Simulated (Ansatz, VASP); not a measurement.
**HgSe (pbesol) in VASP and in Ansatz**

File INCAR:

```
ALGO     = Fast           # electronic algorithm
EDIFF    = 1E-6           # SCF threshold, eV
EDIFFG   = -0.001         # ionic threshold
ENCUT    = 600            # plane-wave cutoff, eV
GGA      = PS             # functional
IBRION   = 2              # ionic algorithm
ISIF     = 3              # what is computed and relaxed
ISMEAR   = -1             # smearing method
LASPH    = T              # aspherical terms in the spheres
LCHARG   = F              # write CHGCAR
LREAL    = F              # projectors in reciprocal space
LWAVE    = F              # write WAVECAR
NELM     = 100            # most SCF steps
NSW      = 80             # ionic steps
PREC     = Accurate       # precision mode
SIGMA    = 0.15           # smearing width, eV
```

Contents of KPOINTS:

```
k-points
0
Gamma
  12 12 12
```

The input POSCAR:

```
HgSe
1.0
    0.0000000000      3.0664903997      3.0664903997
    3.0664903997      0.0000000000      3.0664903997
    3.0664903997      3.0664903997      0.0000000000
Hg Se
1 1
Direct
    0.0000000000      0.0000000000      0.0000000000
    0.2500000000      0.2500000000      0.2500000000
```

Input for Ansatz:

```yaml
crystal:
  lattice:
    - [0.0, 3.0664903997, 3.0664903997]
    - [3.0664903997, 0.0, 3.0664903997]
    - [3.0664903997, 3.0664903997, 0.0]
  atoms:
    - { symbol: Hg, position: [0.0, 0.0, 0.0] }
    - { symbol: Se, position: [0.25, 0.25, 0.25] }
basis:
  ecutwfc: 420
kpoints:
  mp_grid: { grid: [12, 12, 12] }
hamiltonian:
  xc: pbesol
scf:
  occupations: { method: fermi_dirac, width: 0.15 }
output:
  forces: true
  stress: true
  eigenvalues: true
relax:
  adjacent_minimum: "off"
  f_tol: 0.001
  max_steps: 60
  cell: { stress_tol: 0.01 }
```

Alike in both runs: task relaxation of cell and atoms; functional PBEsol; k mesh 12 × 12 × 12; occupations fermi-dirac, width 0.15 eV; no spin polarisation.

|  | VASP | Ansatz |
| --- | --- | --- |
| version | VASP 6.6.1 | Ansatz 0.2.0 |
| potentials or method | VASP PAW PBE potentials, release 64 (Hg, Se) | scalar-relativistic, plane waves, PAW |
| plane-wave cutoff (eV) | 600 | 420 |
| valence electrons in the cell | 18 | 36 |

```tsv
	VASP	Ansatz	Ansatz less VASP
gap on the k mesh at the Fermi level, each at its own relaxed structure (eV)	none	none	-
relaxed volume (Å³/atom)	29.03	28.85	-0.180
relaxed cell length with the largest relative difference (Å)	4.346	4.337	-0.0090
```

A gap of «none» marks a metal or a gap that the smearing closes. The two sets of potentials don't hold the same shells in valence.

Caveats: the PAW data sets were made with another functional, which shifts forces and pressure a little (VASP). The runs have no spin-orbit coupling, so splittings on Hg are missing. Zero-point motion and thermal expansion aren't in these numbers.
